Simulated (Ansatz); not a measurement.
ZnO (zincite): equation of state with r2SCAN+rVV10

Crystal: ZnO (zincite).

```
CELL_PARAMETERS angstrom
3.24931 0.00000 0.00000
-1.62465 2.81398 0.00000
0.00000 0.00000 5.20571
ATOMIC_POSITIONS crystal
Zn 0.66667 0.33333 0.00000
Zn 0.33333 0.66667 0.50000
O 0.33333 0.66667 0.87901
O 0.66667 0.33333 0.37901
```

```json
{
  "Program": "Ansatz 0.2.0",
  "Task": "equation of state",
  "Functional": "r2SCAN",
  "Dispersion": "rVV10",
  "Potentials or basis": "Ansatz PAW",
  "Cutoff": "500 eV",
  "Density cutoff": "2500 eV",
  "k mesh": "9 × 9 × 5",
  "Occupations": "fermi-dirac, width 0.05 eV",
  "Spin": "no spin polarisation"
}
```

```yaml
Equilibrium_volume: 11.70 Å³/atom
Bulk_modulus_at_fixed_shape_and_positions: 154 GPa
Pressure_derivative_of_the_bulk_modulus: 4.4
```

Energy against volume, from the lowest point:
```
volume (Å³/atom)  energy (meV/atom)
          11.186              11.87
          11.424               3.28
          11.662               0.00
          11.900               1.46
          12.138               7.18
          12.376              16.72
          12.614              29.68
```

All runs of the series together: 24 s on 2 threads of Intel(R) Xeon(R) 6975P-C (Granite Rapids), on a shared host.

Caveat: the cell was scaled at fixed shape and fractional positions, which overstates the stiffness of a crystal with free parameters, most of all of layers and chains; the PAW data sets were made with another functional, which shifts forces and pressure a little.
